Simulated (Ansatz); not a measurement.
Yb:

```
CELL_PARAMETERS angstrom
0.00000 2.74310 2.74310
2.74310 0.00000 2.74310
2.74310 2.74310 0.00000
ATOMIC_POSITIONS crystal
Yb 0.00000 0.00000 0.00000
```

| Item | Value |
| --- | --- |
| Program | Ansatz 0.2.0 |
| Task | single point |
| Functional | PBEsol |
| Potentials or basis | Ansatz PAW |
| Cutoff | 420 eV (not typed: the program's choice for these potentials) |
| k mesh | 8 × 8 × 8 |
| Occupations | fermi-dirac, width 0.05 eV |
| Spin | collinear spin, ferromagnetic start |
| Starting moments | [1.0] μB |

On this cell: pressure -3.3 GPa; net moment 0.00 μB per cell; band gap on the k mesh none (metal or under the smearing width).

The same run follows on a disturbed copy (cell strained at random at fixed volume):

```
CELL_PARAMETERS angstrom
0.02787 2.74064 2.75688
2.75043 0.00117 2.78359
2.73047 2.74738 0.02112
ATOMIC_POSITIONS crystal
Yb 0.00540 0.01284 0.98478
```

Task: What changes?

Result: The energy (extrapolated to zero smearing) moves by +0.8 meV/atom; pressure -3.3 GPa; net moment 0.00 μB per cell; band gap on the k mesh none (metal or under the smearing width).

Stress tensor (GPa, compression positive):
```
-3.22 -0.05 -0.27
-0.05 -3.30  0.03
-0.27  0.03 -3.37
```

Caveats: spin-orbit coupling is left out, which moves the levels of the heavy elements; the PAW data sets come from PBE, with cores solved anew for the run's functional, which leaves a small shift of forces and pressure; the starting moments weren't kept.
